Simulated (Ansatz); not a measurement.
Crystal: V.

```
CELL_PARAMETERS angstrom
-1.51435 1.51435 1.51435
1.51435 -1.51435 1.51435
1.51435 1.51435 -1.51435
ATOMIC_POSITIONS crystal
V 0.00000 0.00000 0.00000
```

Base run:

* Program: Ansatz 0.2.0
* Functional: LDA
* Potentials or basis: all-electron LAPW, scalar-relativistic
* Cutoff: 257 eV (chosen from the basis error)
* Basis error allowed: 0.001 eV/atom
* k mesh: 12 × 12 × 12
* Occupations: fermi-dirac, width 0.05 eV
* Spin: collinear spin, ferromagnetic start
* Starting moments: [2.0] μB

Its results: pressure -17.8 GPa; net moment 0.00 μB per cell.

Question: The run is repeated on the same cell with these changes: functional from LDA to PBEsol. What comes out?

Answer: Pressure -12.1 GPa; net moment 0.00 μB per cell.

PBEsol binds less tightly than LDA, so the same cell stands under more pressure.

Caveats: the starting moments weren't kept.
